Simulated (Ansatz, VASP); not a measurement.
**One calculation of BN, two programs**

```
B N
1.0
     2.49134    0.00000    0.00000
    -1.24567    2.15756    0.00000
     0.00000    0.00000    4.00106
B N
2 2
Direct
  0.00000 0.00000 0.00000
  0.00000 0.00000 0.50000
  0.33333 0.66667 0.25000
  0.66667 0.33333 0.75000
```

Alike in both runs: task single point; functional PBE; k mesh 12 × 12 × 6; no spin polarisation.

```csv
,VASP,Ansatz
version,VASP 6.6.1,Ansatz 0.2.0
potentials or method,"VASP PAW PBE potentials, release 64 (B, N)","plane waves, PAW"
plane-wave cutoff (eV),520,420
occupations,"gaussian, width 0.01 eV",fixed
valence electrons in the cell,16,16
```

|  | VASP | Ansatz | Ansatz less VASP |
| --- | --- | --- | --- |
| gap on the k mesh at the Fermi level (eV) | 1.58 | 1.58 | 0.000 |

A k mesh can miss the band edges. A hybrid or GW would open this gap; PBE tends to underestimate it.
